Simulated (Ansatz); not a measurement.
Relaxing AgO$_{2}$

Computed with DFT r2SCAN, scalar-relativistic, plane waves, PAW in Ansatz 0.2.0. Settings: 500 eV cutoff, 14×14×12 k-mesh, Gaussian smearing of 0.10 eV, no spin polarisation.

What was changed in Te2Au: Au → Ag, Te → O on all its sites, cell and atoms relaxed.

A cell with an odd number of electrons and no spin polarisation is a metal by construction and may be lower with spin.

Command:

```bash
ansatz run input.yaml --threads 1 --pin off --max-ram 2560MiB --backend cpu --events-out ev --progress --plain --runs-dir out
```

Input:

```yaml
crystal:
  lattice:
    - [2.7829329112, -1.6352797342, 0.0185551593]
    - [2.7829329112, 1.6352797342, 0.0185551593]
    - [0.0238849815, 0.0, 3.7824919169]
  atoms:
    - { symbol: O, position: [0.6700873894, 0.6700873894, 0.7531088572] }
    - { symbol: O, position: [0.3299126106, 0.3299126106, 0.2468911428] }
    - { symbol: Ag, position: [0.0, 0.0, 0.0] }
basis:
  ecutwfc: 500
kpoints:
  mp_grid: { grid: [14, 14, 12] }
hamiltonian:
  xc: r2scan
scf:
  occupations: { method: gaussian, width: 0.1 }
output:
  forces: true
  stress: true
  eigenvalues: true
relax:
  adjacent_minimum: "off"
  f_tol: 0.01
  max_steps: 60
  cell: { stress_tol: 0.1 }
```

F is the free energy. Steps run on the plane waves of an earlier cell, but the last one, and at times one on the way, on a freshly chosen basis, so a repeated geometry can differ a little in energy.

Steps:

```
step F − F(1) (eV) largest force component (eV/Å) V (Å³/atom) P (GPa)
   1         0.0000                           0.052       11.475    -0.11
   2        -0.0009                           0.041       11.487    -0.15
   3        -0.0018                           0.027       11.451     0.29
   4        -0.0018                           0.008       11.480    -0.42
   5        -0.0021                           0.000       11.461     0.00
   6        -0.0021                           0.000       11.461     0.00
```

Relaxed structure:

```xyz
3
Lattice="2.8138 -1.6249 -0.0001 2.8138 1.6249 -0.0001 -0.0010 0.0000 3.7602" Properties=species:S:1:pos:R:3 pbc="T T T"
O     3.7507    0.0000    2.8378
O     1.8758    0.0000    0.9222
Ag    0.0000    0.0000    0.0000
```

Symmetry: P-3m1, No. 164, trigonal system. Conventional cell: a = 3.250 Å, b = 3.250 Å, c = 3.760 Å, α = 90.00°, β = 90.00°, γ = 120.00°. Around O (site symmetry 3m) lie 3 Ag at 2.09 Å. Ag (site symmetry -3m) has 6 O at 2.09 Å as nearest neighbours.

The run converged. It took 3.2 min on 1 thread of Intel(R) Xeon(R) Processor @ 2.70GHz, on a shared host, peak memory 0.81 GiB.